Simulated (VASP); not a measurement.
# PbSe (Pm-3m) in VASP: phonons with PBEsol

Aim: the phonons of PbSe with PBEsol.

Program: VASP 6.6.1. These are calculated values, not measurements. Logs are shortened: lines on timing, memory, paths and dates and some standing lists are left out, and cuts for length are marked.

## 1. The structure

The structure is cubic, space group Pm-3m (No. 221). The conventional cell has a = 3.715 Å, b = 3.715 Å, c = 3.715 Å, α = 90.00°, β = 90.00°, γ = 90.00°. Pb (site symmetry m-3m) has 8 Se at 3.22 Å as nearest neighbours. Se (site symmetry m-3m) has 8 Pb at 3.22 Å as nearest neighbours.

Measurements of this composition are mostly on another form, of space group No. 225.

## 2. Phonons, PBEsol

Input file INCAR:

```
PREC     = Accurate       # precision mode
ENCUT    = 520            # plane-wave cutoff, eV
EDIFF    = 1E-8           # SCF threshold, eV
ISMEAR   = -1             # smearing method
SIGMA    = 0.15           # smearing width, eV
LREAL    = False          # projectors in reciprocal space
LASPH    = True           # aspherical terms in the spheres
NELM     = 100            # most SCF steps
ALGO     = Fast           # electronic algorithm
ISIF     = 2              # what is computed and relaxed
LWAVE    = False          # write WAVECAR
LCHARG   = True           # write CHGCAR
GGA      = PS             # functional
IBRION   = 8              # ionic algorithm
NSW      = 1              # ionic steps
```

Input file KPOINTS:

```
regular mesh
0
Gamma
  12 12 12
```

Input file POSCAR:

```
PbSe
1.0
    3.7154000000      0.0000000000      0.0000000000
    0.0000000000      3.7154000000      0.0000000000
    0.0000000000      0.0000000000      3.7154000000
Pb Se
1 1
Direct
    0.0000000000      0.0000000000      0.0000000000
    0.5000000000      0.5000000000      0.5000000000
```

Potentials or basis: VASP PAW PBE potentials, release 64 (Pb_d, Se).

Command:

```bash
> cat potpaw_PBE.64/Pb_d/POTCAR potpaw_PBE.64/Se/POTCAR > POTCAR
> mpirun -np 1 vasp_std > vasp.out
```

OUTCAR:

```text
PREC = Accurate
   ENCUT = 520
   EDIFF = 1E-8
   ISMEAR = -1
   LREAL = False
   LASPH = True
   NELM = 100
   ISIF = 2
   GGA = PS
   IBRION = 8
   NSW = 1

 ion  position               nearest neighbor table
   1  0.000  0.000  0.000-   2 3.22   2 3.22   2 3.22   2 3.22   2 3.22   2 3.22   2 3.22   2 3.22

   2  0.500  0.500  0.500-   1 3.22   1 3.22   1 3.22   1 3.22   1 3.22   1 3.22   1 3.22   1 3.22

  LATTYP: Found a simple cubic cell.
 ALAT       =     3.7154000000

  Lattice vectors:

 A1 = (   3.7154000000,   0.0000000000,   0.0000000000)
 A2 = (   0.0000000000,   3.7154000000,   0.0000000000)
 A3 = (   0.0000000000,   0.0000000000,   3.7154000000)

Analysis of symmetry for initial positions (statically):
=====================================================================
 Subroutine PRICEL returns:
 Original cell was already a primitive cell.

 Routine SETGRP: Setting up the symmetry group for a
 simple cubic supercell.

 Subroutine GETGRP returns: Found 48 space group operations
 (whereof 48 operations were pure point group operations)
 out of a pool of 48 trial point group operations.

The static configuration has the point symmetry O_h .

Analysis of symmetry for dynamics (positions and initial velocities):
=====================================================================
 Subroutine PRICEL returns:
 Original cell was already a primitive cell.

 Routine SETGRP: Setting up the symmetry group for a
 simple cubic supercell.

 Subroutine GETGRP returns: Found 48 space group operations
 (whereof 48 operations were pure point group operations)
 out of a pool of 48 trial point group operations.

The dynamic configuration has the point symmetry O_h .

 Subroutine INISYM returns: Found 48 space group operations
[... 573 lines left out ...]
  in kB       -5.3437392     -5.3437392     -5.3437392      0.0000000      0.0000000     -0.0000000
  external PRESSURE =      -5.3437392 kB  Pullay stress =       0.0000000 kB

 VOLUME and BASIS-vectors are now :
 -----------------------------------------------------------------------------
  energy-cutoff  :      520.00
  volume of cell :       51.29
      direct lattice vectors                 reciprocal lattice vectors
     3.715400000  0.000000000  0.000000000     0.269150024  0.000000000  0.000000000
     0.000000000  3.715400000  0.000000000     0.000000000  0.269150024  0.000000000
     0.000000000  0.000000000  3.715400000     0.000000000  0.000000000  0.269150024

 POSITION                                       TOTAL-FORCE (eV/Angst)
 -----------------------------------------------------------------------------------
      0.00000      0.00000      0.00000         0.000000      0.000000      0.000000
      1.85770      1.85770      1.85770         0.000000      0.000000      0.000000
 -----------------------------------------------------------------------------------
    total drift:                               -0.000000      0.000000     -0.000000

  FREE ENERGIE OF THE ION-ELECTRON SYSTEM (eV)
  ---------------------------------------------------
  free  energy   TOTEN  =        -8.5409173814 eV

  energy  without entropy=       -8.4802575045  energy(sigma->0) =       -8.51058744

[... ionic steps 2 to 3 ...]

--------------------------------------- Ionic step        4  -------------------------------------------

------------------------ aborting loop because EDIFF is reached ----------------------------------------

[... ionic steps 5 to 6 ...]

--------------------------------------- Ionic step        7  -------------------------------------------

 Free energy of the ion-electron system (eV)
  ---------------------------------------------------
  ---------------------------------------------------
  free energy    TOTEN  =        -0.08298091 eV

  energy without entropy =       -0.08298091

------------------------ aborting loop because EDIFF is reached ----------------------------------------

 INTERNAL STRAIN TENSOR  FOR ION    2  DIRECTION 1   (eV/Angst):
 -----------------------------------------------------------------------------
    -0.02076  0.00000 -0.00000
     0.00000  0.01569  0.00000
     0.00000  0.00000  0.01569

 INTERNAL STRAIN TENSOR FOR ION    2 for displacements in x,y,z  (eV/Angst):
          X           Y           Z          XY          YZ          ZX
  --------------------------------------------------------------------------------
  x     0.00000     0.00000     0.00000     0.00000     0.00000     0.00000
  y     0.00000     0.00000     0.00000     0.00000     0.00000     0.00000
  z     0.00000     0.00000     0.00000     0.00000     0.00000     0.00000

 SECOND DERIVATIVES (NOT SYMMETRIZED)
 ------------------------------------
               1X          1Y          1Z          2X          2Y          2Z
  1X     0.426656    0.000000   -0.000000   -0.426656   -0.000000    0.000000
  1Y     0.000000    0.426656    0.000000   -0.000000   -0.426656   -0.000000
  1Z     0.000000    0.000000    0.426656   -0.000000   -0.000000   -0.426656
  2X    -0.433973    0.000000    0.000000    0.433973   -0.000000   -0.000000
  2Y     0.000000   -0.433973    0.000000   -0.000000    0.433973   -0.000000
  2Z     0.000000    0.000000   -0.433973   -0.000000   -0.000000    0.433973

 Eigenvectors and eigenvalues of the dynamical matrix
 ----------------------------------------------------

   1 f  =    0.005145 THz     0.032325 2PiTHz    0.171606 cm-1     0.021276 meV
             X         Y         Z           dx          dy          dz
      0.000000  0.000000  0.000000     0.780621    0.340479    0.046399
      1.857700  1.857700  1.857700     0.477819    0.208407    0.028401
[... 21 lines left out ...]
   6 f/i=    1.358873 THz     8.538049 2PiTHz   45.327112 cm-1     5.619843 meV
             X         Y         Z           dx          dy          dz
      0.000000  0.000000  0.000000    -0.522065    0.000000    0.000000
      1.857700  1.857700  1.857700     0.852906   -0.000000    0.000000

--------------------------------------------------------------------------------------------------------

 ELASTIC MODULI CONTR FROM IONIC RELAXATION (kBar)
 Direction    XX          YY          ZZ          XY          YZ          ZX
 --------------------------------------------------------------------------------
 XX           0.0000      0.0000      0.0000      0.0000      0.0000      0.0000
 YY           0.0000      0.0000      0.0000      0.0000      0.0000      0.0000
 ZZ           0.0000      0.0000      0.0000      0.0000      0.0000      0.0000
 XY           0.0000      0.0000      0.0000      0.0000      0.0000      0.0000
 YZ           0.0000      0.0000      0.0000      0.0000      0.0000      0.0000
 ZX           0.0000      0.0000      0.0000      0.0000      0.0000      0.0000
 --------------------------------------------------------------------------------
```

OSZICAR:

```text
N       E                     dE             d eps       ncg     rms          rms(c)
DAV:   1     0.156047452099E+03    0.15605E+03   -0.98778E+03  2352   0.151E+03
DAV:   2     0.295077863227E+01   -0.15310E+03   -0.15004E+03  2466   0.356E+02
DAV:   3    -0.862083385894E+01   -0.11572E+02   -0.11073E+02  3096   0.101E+02
[... 46 lines left out ...]
RMM:   9    -0.829807937008E-01    0.20819E-06   -0.61742E-09  9967   0.455E-04    0.434E-05
RMM:  10    -0.829809461827E-01   -0.15248E-06   -0.38208E-09 10146   0.188E-04    0.704E-06
RMM:  11    -0.829809343719E-01    0.11811E-07   -0.33439E-10 10197   0.983E-05    0.319E-06
RMM:  12    -0.829809051048E-01    0.29267E-07   -0.12818E-09  9572   0.671E-05    0.893E-07
RMM:  13    -0.829809065443E-01   -0.14394E-08   -0.68474E-09  8662   0.567E-05    0.259E-07
 Linear response finished
```

Wall time 3.4 min (1 thread of Intel Xeon Platinum 8488C (Sapphire Rapids), shared host); peak memory 0.42 GiB.

What came out:

- Highest phonon frequency at Γ, LO-TO splitting left out: 0 cm⁻¹
- Most unstable mode: 45i cm⁻¹

Phonon frequencies in cm⁻¹ (negative: imaginary):
```csv
q point,frequencies
"(0.000, 0.000, 0.000)",-45 -45 -45 0 0 0
```

Caveat: some modes are imaginary; the PAW data sets were made with another functional, which shifts forces and pressure a little. Spin-orbit coupling is left out, which matters for the levels of Pb.
